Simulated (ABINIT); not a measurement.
Input of an ABINIT 10.8.3 (patched build) run:

File run.abi:

```
# Pseudopotentials
pp_dirpath "./"
pseudos "Zr.GGA_PBE-JTH.xml, C.GGA_PBE-JTH.xml"

# Structure
acell 3.5999089073 3.5999089073 3.5999089073 Angstrom
rprim
     0.0000000000     0.7071067812     0.7071067812
     0.7071067812     0.0000000000     0.7071067812
     0.7071067812     0.7071067812     0.0000000000
ntypat 2
znucl 40 6
natom 2
typat 1 2
xred
     0.5043030000     0.5051820000     0.4823560000
     0.7418760000     0.7524940000     0.7544180000
chkprim 0
chksymtnons 0
tolsym 1.0e-6

# Plane-wave basis
ecut 517.016339 eV
pawecutdg 38.0
pawxcdev 0

# k points
kptopt 1
ngkpt 9 9 9
nshiftk 1
shiftk 0.0 0.0 0.0

# Exchange and correlation
ixc 11

# Bands and occupations
nband 12
occopt 3
tsmear 0.05 eV

# SCF cycle
nstep 100
tolvrs 1.0e-9

# Output
iomode 3
prtwf 0
prtden 0
prteig 0
prtebands 0
enunit 1
```

Potentials or basis: JTH PAW PBE v2.0.

Launch:

```console
$ abinit run.abi > log 2>&1
```

What does it give for the band gap on the k mesh?

0.48 eV, indirect (least direct gap 0.56 eV).

Predict the largest force.

0.761 eV/Å.

Estimate the pressure.

0.1 GPa.

Forces in eV/Å, atoms in the order of the input:
```
Zr   0.538  0.314 -0.437
C   -0.538 -0.314  0.437
```

Caveat: an odd mesh through Γ misses points on the zone boundary, where band edges often lie.
